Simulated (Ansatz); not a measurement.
**P under changes of volume**

One of the cells (20.458 Å³/atom); the others are scaled copies at fixed shape and fractional positions:

```
CELL_PARAMETERS angstrom
1.64774 -5.46504 0.00000
1.64774 5.46504 0.00000
0.00000 0.00000 4.54364
ATOMIC_POSITIONS crystal
P 0.90414 0.09586 0.58882
P 0.09586 0.90414 0.41118
P 0.59586 0.40414 0.08882
P 0.40414 0.59586 0.91118
```

```yaml
Program: Ansatz 0.2.0
Functional: rPW86-PBE
Potentials_or_basis: all-electron LAPW, non-relativistic
Cutoff: 248 eV (chosen from the basis error)
Basis_error_allowed: 0.001 eV/atom
k_mesh: 8 × 8 × 6
Occupations: methfessel-paxton, width 0.1 eV
Spin: collinear spin, program default start, total moment locked
Fixed_moment: 0 μB
```

| volume (Å³/atom) | energy over the lowest point (meV/atom) | largest force (eV/Å) |
| --- | --- | --- |
| 19.230 | 75.25 | 0.960 |
| 19.639 | 51.13 | 0.756 |
| 20.049 | 32.28 | 0.568 |
| 20.458 | 18.18 | 0.394 |
| 20.867 | 8.36 | 0.233 |
| 21.276 | ? | ? |
| 21.685 | 0.00 | 0.060 |

Q: What does the run at 21.276 Å³/atom give?

A: Energy over the lowest point 2.43 meV/atom; largest force 0.083 eV/Å.

Worked out: A Birch-Murnaghan fit of order 3 (a polynomial in V^(-2/3)) to the other rows has its minimum at 21.79 Å³/atom, just outside them, with B0 = V·E''(V) = 64 GPa and B' = 4.3 at fixed shape and positions, which overstates the stiffness. It gives 2.43 meV/atom at 21.276 Å³/atom, against the run's 2.43.

Energies are extrapolated to zero smearing.

Caveats: the total moment is fixed, so each spin has its own Fermi level.
